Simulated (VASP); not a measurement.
# ThCo5: a series over U, part 2 of 4

What does DFT+U do to ThCo5? The start is a cell from a database of measured crystal structures.

VASP 6.6.1, plane waves and PAW; the level of theory is named at each step.

Still holding for the runs below: The magnetic state follows from one typed start and may not be the lowest. The k-mesh is coarse for a metal.

So far, largest spin moment in the PAW sphere (μB): step 2 (series over U, start order fm, U 0) 0.94.

### 3. Series over U, start order AFM, U 0

This step: LDA, spin-polarised from a ferrimagnetic start; plane waves and PAW (Th, Co) (VASP 6.6.1).

INCAR

```
SYSTEM = ThCo5
PREC = Accurate
ENCUT = 350
EDIFF = 1E-06
NELM = 150
ISMEAR = 1
SIGMA = 0.1
LREAL = .FALSE.
ALGO = Normal
GGA = CA
NBANDS = 45
ISPIN = 2
MAGMOM = 0 2 -2 2 -2 2
LASPH = .TRUE.
LMAXMIX = 6
AMIX = 0.2
BMIX = 1E-04
AMIX_MAG = 0.8
BMIX_MAG = 1E-04
LORBIT = 11
LWAVE = .FALSE.
LCHARG = .FALSE.
KPAR = 2
NEDOS = 1200
```

POSCAR

```
ThCo5
1.0
    4.9990000000      0.0000000000      0.0000000000
   -2.4995000000      4.3292609935      0.0000000000
    0.0000000000      0.0000000000      4.0015000000
Th Co
1 5
Direct
    0.0000000000      0.0000000000      0.0000000000
    0.6666666667      0.3333333333      0.0000000000
    0.3333333333      0.6666666667      0.0000000000
    0.0000000000      0.5000000000      0.5000000000
    0.5000000000      0.5000000000      0.5000000000
    0.5000000000      0.0000000000      0.5000000000
```

KPOINTS

```
Automatic mesh
0
Gamma
4 4 4
0 0 0
```

Potentials, in the order of the species: Th and Co (LDA family, release 64).

Launch:

```console
mpirun -np 2 vasp_std
```

Log:

```text
[... set-up lines as in an earlier step ...]
 entering main loop
       N       E                     dE             d eps       ncg     rms          rms(c)
DAV:   1     0.396084927647E+03    0.39608E+03   -0.18280E+04  3780   0.115E+03
DAV:   2    -0.120735969626E+02   -0.40816E+03   -0.38370E+03  3830   0.299E+02
DAV:   3    -0.543356462883E+02   -0.42262E+02   -0.38838E+02  4139   0.111E+02
DAV:   4    -0.569606882750E+02   -0.26250E+01   -0.25956E+01  5407   0.256E+01
DAV:   5    -0.570651283044E+02   -0.10444E+00   -0.10425E+00  6162   0.421E+00    0.604E+01
DAV:   6    -0.566405453702E+02    0.42458E+00   -0.65194E+01  4486   0.800E+01    0.381E+01
DAV:   7    -0.572920837012E+02   -0.65154E+00   -0.65056E+01  4647   0.107E+02    0.385E+01
DAV:   8    -0.495469666700E+02    0.77451E+01   -0.95809E+00  5046   0.475E+01    0.241E+01
DAV:   9    -0.520267476290E+02   -0.24798E+01   -0.15082E+01  6076   0.393E+01    0.355E+01
DAV:  10    -0.499153475720E+02    0.21114E+01   -0.17999E+01  6078   0.261E+01    0.207E+01
DAV:  11    -0.496427837239E+02    0.27256E+00   -0.66698E+00  5477   0.201E+01    0.201E+01
DAV:  12    -0.495309294113E+02    0.11185E+00   -0.36657E+00  5417   0.151E+01    0.166E+01
DAV:  13    -0.493363438692E+02    0.19459E+00   -0.19688E-01  5355   0.513E+00    0.125E+01
DAV:  14    -0.491019663461E+02    0.23438E+00   -0.65743E-01  5324   0.870E+00    0.246E+00
DAV:  15    -0.491114789415E+02   -0.95126E-02   -0.83717E-02  4487   0.207E+00    0.187E+00
DAV:  16    -0.491151625567E+02   -0.36836E-02   -0.15148E-02  4665   0.121E+00    0.174E+00
DAV:  17    -0.491142664713E+02    0.89609E-03   -0.60891E-03  5337   0.794E-01    0.143E+00
DAV:  18    -0.491096555904E+02    0.46109E-02   -0.26770E-03  5455   0.441E-01    0.138E+00
DAV:  19    -0.490960674054E+02    0.13588E-01   -0.31038E-02  5200   0.160E+00    0.104E+00
DAV:  20    -0.490914813884E+02    0.45860E-02   -0.11995E-02  5541   0.839E-01    0.705E-01
DAV:  21    -0.490900830063E+02    0.13984E-02   -0.46011E-03  4767   0.595E-01    0.623E-01
DAV:  22    -0.490887292927E+02    0.13537E-02   -0.35832E-03  5768   0.538E-01    0.318E-01
DAV:  23    -0.490887204557E+02    0.88370E-05   -0.12097E-03  5292   0.324E-01    0.277E-01
DAV:  24    -0.490889013238E+02   -0.18087E-03   -0.67463E-04  6176   0.255E-01    0.227E-01
DAV:  25    -0.490890085371E+02   -0.10721E-03   -0.62990E-04  6059   0.251E-01    0.143E-01
DAV:  26    -0.490891902033E+02   -0.18167E-03   -0.54292E-04  6075   0.239E-01    0.136E-01
DAV:  27    -0.490892959067E+02   -0.10570E-03   -0.37984E-04  6202   0.199E-01    0.107E-01
DAV:  28    -0.490894754444E+02   -0.17954E-03   -0.12613E-03  5837   0.390E-01    0.822E-02
DAV:  29    -0.490896106185E+02   -0.13517E-03   -0.13913E-03  6134   0.383E-01    0.510E-02
DAV:  30    -0.490896758580E+02   -0.65239E-04   -0.58132E-04  6394   0.238E-01    0.419E-02
DAV:  31    -0.490896969233E+02   -0.21065E-04   -0.95027E-05  5774   0.961E-02    0.330E-02
DAV:  32    -0.490897196308E+02   -0.22707E-04   -0.27834E-04  6098   0.180E-01    0.200E-02
DAV:  33    -0.490897290422E+02   -0.94115E-05   -0.11056E-04  5977   0.971E-02    0.136E-02
DAV:  34    -0.490897326189E+02   -0.35767E-05   -0.13315E-04  5595   0.127E-01    0.630E-03
DAV:  35    -0.490897336817E+02   -0.10628E-05   -0.10456E-05  3765   0.227E-02    0.342E-03
DAV:  36    -0.490897337458E+02   -0.64140E-07   -0.28491E-07  1905   0.557E-03
   1 F= -.49089734E+02 E0= -.49089320E+02  d E =-.124123E-02  mag=    -0.0006
```

Run time: 5.1 min. Hardware: 2 MPI ranks of AMD EPYC 7571, shared host; peak memory 0.37 GiB.

From OUTCAR (step 3):

```text
The static configuration has the point symmetry D_6h.

 Found     21 irreducible k-points:

   k-points           NKPTS =     21   k-points in BZ     NKDIM =     21   number of bands    NBANDS=     45

   NELECT =      57.0000    total number of electrons

 E-fermi :   8.5451

 spin component 1
 k-point     1 :       0.0000    0.0000    0.0000
  band No.  band energies     occupation
    ...
     23       8.1113      1.00000
     24       8.1116      1.00000
     25       8.2360      1.00006
     26       8.4055      1.03190
     27       8.4059      1.03206
     28       9.1264     -0.00000
     29       9.1879     -0.00000
     30       9.1882     -0.00000
     31       9.2268     -0.00000
     32       9.9373     -0.00000
    ...

 k-point     2 :       0.2500   -0.0000    0.0000
  band No.  band energies     occupation
    ...
     24       8.1143      1.00000
     25       8.1818      1.00000
     26       8.2508      1.00013
     27       8.2624      1.00024
     28       8.2957      1.00119
     29       8.6429     -0.02271
     30       8.6433     -0.02309
     31       9.1870     -0.00000
     32       9.4651     -0.00000
     33      10.4884     -0.00000
    ...

 k-point     3 :      -0.2500    0.2500    0.0000
  band No.  band energies     occupation
    ...
     24       8.1145      1.00000
     25       8.1817      1.00000
     26       8.2506      1.00013
     27       8.2626      1.00024
     28       8.2957      1.00119
     29       8.6430     -0.02282
     30       8.6431     -0.02285
     31       9.1873     -0.00000
     32       9.4648     -0.00000
     33      10.4887     -0.00000
    ...

 k-point     4 :       0.5000   -0.0000    0.0000
  band No.  band energies     occupation
    ...
     26       8.0954      1.00000
     27       8.2141      1.00001
     28       8.2320      1.00004
     29       8.3782      1.01992
     30       8.4282      1.03495
     31       9.0072     -0.00000
     32       9.1867     -0.00000
     33      10.8101      0.00000
     34      10.9057      0.00000
     35      11.3106      0.00000
    ...

  Total      -11.3006312    -11.3007658    -11.2250076     -0.0001166      0.0000000      0.0000000
  in kB     -209.0708853   -209.0733758   -207.6717869     -0.0021568      0.0000000      0.0000000
  external PRESSURE =    -208.6053494 kB  Pullay stress =       0.0000000 kB

 POSITION                                       TOTAL-FORCE (eV/Angst)
 -----------------------------------------------------------------------------------
      0.00000      0.00000      0.00000         0.000150     -0.000086      0.000000
      2.49950      1.44309      0.00000        -0.000308      0.000178      0.000000
     -0.00000      2.88617      0.00000        -0.000279      0.000161      0.000000
     -1.24975      2.16463      2.00075         0.000104     -0.000057      0.000000
      1.24975      2.16463      2.00075         0.000231     -0.000133      0.000000
      2.49950      0.00000      2.00075         0.000102     -0.000062      0.000000
 -----------------------------------------------------------------------------------
    total drift:                                0.000009     -0.000005     -0.000000

  FREE ENERGIE OF THE ION-ELECTRON SYSTEM (eV)
  ---------------------------------------------------
  free  energy   TOTEN  =       -49.0897337458 eV

  energy  without entropy=      -49.0884925127  energy(sigma->0) =      -49.08932000

 total charge
# of ion       s       p       d       f       tot
--------------------------------------------------
    1        2.146   5.788   1.085   0.448   9.467
    2        0.500   0.437   7.337   0.000   8.274
    3        0.500   0.437   7.337   0.000   8.274
    4        0.501   0.446   7.281   0.000   8.228
    5        0.501   0.446   7.281   0.000   8.228
    6        0.501   0.446   7.281   0.000   8.228
--------------------------------------------------
tot          4.648   8.002  37.603   0.448  50.701

 magnetization (x)
# of ion       s       p       d       f       tot
--------------------------------------------------
    1        0.000  -0.000   0.000   0.000   0.000
    2        0.000   0.005   0.567   0.000   0.573
    3       -0.000  -0.005  -0.568   0.000  -0.573
    4       -0.000  -0.000  -0.001   0.000  -0.001
    5        0.000   0.000   0.002   0.000   0.002
    6       -0.000  -0.000  -0.001   0.000  -0.001
--------------------------------------------------
tot         -0.000  -0.000  -0.001   0.000  -0.001

[... 6 parts as in an earlier step ...]

[... 10 further parts left out ...]
```

This step gave:

* electronic cycles: 36
* free energy (TOTEN): -49.09 eV
* energy at zero smearing: -49.09 eV
* Fermi energy: 8.545 eV
* moment of the cell, from the last line of the log: 0 μB
* DOS at the Fermi level: 13.91 states/eV/cell

Spin moment in the PAW sphere by atom:

| atom | spin moment in the PAW sphere (μB) |
| --- | --- |
| Th1 | 0.000 |
| Co2 | 0.573 |
| Co3 | -0.573 |
| Co4 | -0.001 |
| Co5 | 0.002 |
| Co6 | -0.001 |

The density of states has structure finer than the step of the table below, so its rows give means over 1 eV, whole bins alone (the curve runs from -12.0 to 7.91 eV). Peaks (eV: height): total up -2.2: 9.93, -0.4: 11.3, 3.2: 9.94, 3.5: 8.74; total down -2.2: 9.93, -0.4: 11.3, 3.2: 9.94, 3.5: 8.74; Th s up -3.5: 0.0579, -2.9: 0.131, 6.0: 0.0771, 7.1: 0.121; Th s down -3.5: 0.0578, -2.9: 0.131, 6.0: 0.0771, 7.1: 0.121; Th p up -1.2: 0.165, 1.7: 0.08, 1.9: 0.0883, 4.9: 0.131.

Means over bins of 0.085 eV. Table of density of states by energy, zero at the Fermi level; means over each step; 7 of 16 lines; values in states/eV/cell:

| energy (eV) | total up | total down | Th s up | Th s down | Th p up | Th p down | Th d up |
| --- | --- | --- | --- | --- | --- | --- | --- |
| -9 | 0 | 0 | 0 | 0 | 0 | 0 | 0 |
| -8 | 6.2e-4 | 6.2e-4 | 1.4e-5 | 1.4e-5 | 0 | 0 | 1.2e-6 |
| -7 | 0.146 | 0.146 | 0.00640 | 0.00640 | 0.00208 | 0.00208 | 3.9e-4 |
| -6 | 0.274 | 0.274 | 0.00860 | 0.00860 | 0.00682 | 0.00682 | 0.00205 |
| -5 | 0.846 | 0.846 | 0.00843 | 0.00843 | 0.0186 | 0.0186 | 0.0305 |
| -4 | 1.27 | 1.27 | 0.0136 | 0.0136 | 0.00678 | 0.00678 | 0.0622 |
| -3 | 4.44 | 4.44 | 0.0467 | 0.0467 | 0.0227 | 0.0227 | 0.137 |
| -2 | 6.69 | 6.69 | 0.00685 | 0.00685 | 0.0366 | 0.0366 | 0.146 |
| -1 | 6.39 | 6.39 | 0.00461 | 0.00459 | 0.0658 | 0.0657 | 0.111 |
| 0 | 6.70 | 6.70 | 0.00397 | 0.00398 | 0.0238 | 0.0238 | 0.0825 |
| 1 | 1.88 | 1.88 | 0.0145 | 0.0145 | 0.0166 | 0.0166 | 0.0876 |
| 2 | 2.67 | 2.67 | 0.00289 | 0.00289 | 0.0472 | 0.0472 | 0.314 |
| 3 | 4.74 | 4.74 | 0.00243 | 0.00243 | 0.0149 | 0.0149 | 0.174 |
| 4 | 3.07 | 3.07 | 0.0114 | 0.0114 | 0.0140 | 0.0140 | 0.347 |
| 5 | 1.10 | 1.10 | 0.00176 | 0.00175 | 0.0316 | 0.0316 | 0.205 |
| 6 | 0.611 | 0.610 | 0.0137 | 0.0137 | 0.0127 | 0.0127 | 0.242 |
| 7 | 0.244 | 0.244 | 0.0180 | 0.0181 | 0.00599 | 0.00600 | 0.0589 |

The density of states holds every band computed, so its fall toward the upper end of the range is no gap.

Energy at zero smearing: -49.08932 eV.

### 4. Series over U, start order fm, U 1

This step: LDA, DFT+U (Co d 1 eV), spin-polarised from a ferromagnetic start; plane waves and PAW (Th, Co) (VASP 6.6.1).

Edit INCAR of step 3 so:

```diff
@@ -12,3 +12,9 @@
 ISPIN = 2
-MAGMOM = 0 2 -2 2 -2 2
+MAGMOM = 0 2 2 2 2 2
+LDAU = .TRUE.
+LDAUTYPE = 2
+LDAUL = -1 2
+LDAUU = 0 1
+LDAUJ = 0 0
+LDAUPRINT = 1
 LASPH = .TRUE.
```

POSCAR is that of step 3.

KPOINTS is that of step 3.

Launch:

```console
mpirun -np 2 vasp_std
```

Log:

```text
[... set-up lines as in an earlier step ...]
 entering main loop
       N       E                     dE             d eps       ncg     rms          rms(c)
DAV:   1     0.401740813454E+03    0.40174E+03   -0.18400E+04  2160   0.117E+03
DAV:   2    -0.655246994868E+01   -0.40829E+03   -0.38221E+03  2173   0.298E+02
DAV:   3    -0.493068722131E+02   -0.42754E+02   -0.39045E+02  2340   0.111E+02
DAV:   4    -0.518941305347E+02   -0.25873E+01   -0.25594E+01  3052   0.251E+01
[...]
DAV:  18    -0.448904383449E+02    0.44184E-06   -0.42538E-05  2726   0.561E-02    0.498E-02
DAV:  19    -0.448904349862E+02    0.33586E-05   -0.81481E-06  3102   0.314E-02    0.155E-02
DAV:  20    -0.448904341954E+02    0.79087E-06   -0.36978E-06  2410   0.188E-02
   1 F= -.44890434E+02 E0= -.44889078E+02  d E =-.406956E-02  mag=     6.6475
```

Wall time 1.8 min (2 MPI ranks); peak memory 0.32 GiB; 3.5 min of CPU time.

OUTCAR, selected parts (step 4):

```text
  Total       -8.8876463     -8.8876463     -7.7178348      0.0000000     -0.0000000      0.0000000
  in kB     -164.4286975   -164.4286975   -142.7862332      0.0000000     -0.0000000      0.0000000
  external PRESSURE =    -157.2145428 kB  Pullay stress =       0.0000000 kB

 POSITION                                       TOTAL-FORCE (eV/Angst)
 -----------------------------------------------------------------------------------
      0.00000      0.00000      0.00000        -0.000000      0.000000     -0.000000
      2.49950      1.44309      0.00000         0.000000     -0.000000     -0.000000
     -0.00000      2.88617      0.00000        -0.000000      0.000000      0.000000
     -1.24975      2.16463      2.00075        -0.000000      0.000000     -0.000000
      1.24975      2.16463      2.00075        -0.000000      0.000000     -0.000000
      2.49950      0.00000      2.00075        -0.000000      0.000000     -0.000000
 -----------------------------------------------------------------------------------
    total drift:                               -0.000000      0.000000     -0.000000

  FREE ENERGIE OF THE ION-ELECTRON SYSTEM (eV)
  ---------------------------------------------------
  free  energy   TOTEN  =       -44.8904341954 eV

  energy  without entropy=      -44.8863646343  energy(sigma->0) =      -44.88907768

 magnetization (x)
# of ion       s       p       d       f       tot
--------------------------------------------------
    1       -0.006  -0.028  -0.182  -0.088  -0.303
    2        0.002  -0.029   1.385   0.000   1.359
    3        0.002  -0.029   1.385   0.000   1.359
    4       -0.004  -0.022   1.519   0.000   1.494
    5       -0.004  -0.022   1.519   0.000   1.494
    6       -0.004  -0.022   1.519   0.000   1.494
--------------------------------------------------
tot         -0.013  -0.151   7.147  -0.088   6.895

[... 2 parts as in an earlier step ...]

[... 1 further part left out ...]
[key lines of the parts left out:]
E-fermi :   8.7762
```

A U on the itinerant d states of such a compound is hard to justify; it moves the bands at the Fermi level and favours large moments.

Spin moment in the PAW sphere by atom:

| atom | spin moment in the PAW sphere (μB) |
| --- | --- |
| Th1 | -0.30 |
| Co2 | 1.36 |
| Co3 | 1.36 |
| Co4 | 1.49 |
| Co5 | 1.49 |
| Co6 | 1.49 |

Energy at zero smearing: -44.88908 eV.

### 5. Series over U, start order AFM, U 1

This step: LDA, DFT+U (Co d 1 eV), spin-polarised from a ferrimagnetic start; plane waves and PAW (Th, Co) (VASP 6.6.1).

Edit INCAR of step 4 so:

```diff
@@ -12,3 +12,3 @@
 ISPIN = 2
-MAGMOM = 0 2 2 2 2 2
+MAGMOM = 0 2 -2 2 -2 2
 LDAU = .TRUE.
```

POSCAR is that of step 4.

KPOINTS is that of step 4.

Launch:

```console
mpirun -np 2 vasp_std
```

Log:

```text
[... set-up lines as in an earlier step ...]
 entering main loop
       N       E                     dE             d eps       ncg     rms          rms(c)
DAV:   1     0.401172369000E+03    0.40117E+03   -0.18332E+04  3780   0.115E+03
DAV:   2    -0.625377214447E+01   -0.40743E+03   -0.38328E+03  3830   0.298E+02
DAV:   3    -0.490506814000E+02   -0.42797E+02   -0.39467E+02  4163   0.112E+02
DAV:   4    -0.516321205708E+02   -0.25814E+01   -0.25535E+01  5364   0.254E+01
[...]
DAV:  40    -0.443425378311E+02   -0.13798E-05   -0.15389E-05  4722   0.436E-02    0.385E-02
DAV:  41    -0.443425371854E+02    0.64576E-06   -0.13013E-05  4564   0.475E-02    0.212E-02
DAV:  42    -0.443425371561E+02    0.29274E-07   -0.72653E-06  3699   0.241E-02
   1 F= -.44342537E+02 E0= -.44341474E+02  d E =-.318859E-02  mag=    -0.3886
```

Run time: 6.8 min. Hardware: 2 MPI ranks; peak memory 0.38 GiB.

OUTCAR, selected parts (step 5):

```text
  Total      -11.0449757    -11.2074417    -11.1551174     -0.1406997      0.0000000      0.0000000
  in kB     -204.3410507   -207.3468039   -206.3787603     -2.6030586      0.0000000      0.0000000
  external PRESSURE =    -206.0222050 kB  Pullay stress =       0.0000000 kB

 POSITION                                       TOTAL-FORCE (eV/Angst)
 -----------------------------------------------------------------------------------
      0.00000      0.00000      0.00000        -0.118144      0.068211      0.000000
      2.49950      1.44309      0.00000         0.199926     -0.115427      0.000000
     -0.00000      2.88617      0.00000         0.220501     -0.127306      0.000000
     -1.24975      2.16463      2.00075        -0.123460      0.007360      0.000000
      1.24975      2.16463      2.00075        -0.110719      0.063924      0.000000
      2.49950      0.00000      2.00075        -0.068104      0.103239      0.000000
 -----------------------------------------------------------------------------------
    total drift:                               -0.000096      0.000055     -0.000000

  FREE ENERGIE OF THE ION-ELECTRON SYSTEM (eV)
  ---------------------------------------------------
  free  energy   TOTEN  =       -44.3425371561 eV

  energy  without entropy=      -44.3393485669  energy(sigma->0) =      -44.34147429

 magnetization (x)
# of ion       s       p       d       f       tot
--------------------------------------------------
    1        0.001  -0.000   0.004   0.002   0.006
    2       -0.002   0.009   0.719   0.000   0.725
    3       -0.004  -0.008  -1.004   0.000  -1.015
    4        0.003   0.007   0.380   0.000   0.390
    5       -0.005  -0.010  -0.876   0.000  -0.891
    6        0.003   0.007   0.380   0.000   0.390
--------------------------------------------------
tot         -0.005   0.005  -0.397   0.002  -0.396

[... 2 parts as in an earlier step ...]

[... 1 further part left out ...]
[key lines of the parts left out:]
E-fermi :   8.5355
```

Spin moment in the PAW sphere by atom:

| atom | spin moment in the PAW sphere (μB) |
| --- | --- |
| Th1 | 0.01 |
| Co2 | 0.72 |
| Co3 | -1.01 |
| Co4 | 0.39 |
| Co5 | -0.89 |
| Co6 | 0.39 |

The density of states holds every band computed, so its fall toward the upper end of the range is no gap.

Energy at zero smearing: -44.34147 eV.

(Part 2 of 4 ends here.)

[Lines on the potential files, build, host, timing and source positions are cut from VASP's logs without a mark.]

[Logs are printed without paths, hosts, clocks, repeated set-up lines and the standing remarks that a program may print on its own settings, such as how far it seeks lower states.]

[Hosts, paths, dates, database ids (printed as entryN), source tags and the programs' standing remarks are cut or masked in the printed files.]

[In band tables of VASP the shares of atoms and orbitals are scaled to a sum of 1 inside the atoms' spheres.]

[Runs that stopped without an error message from VASP are left out.]
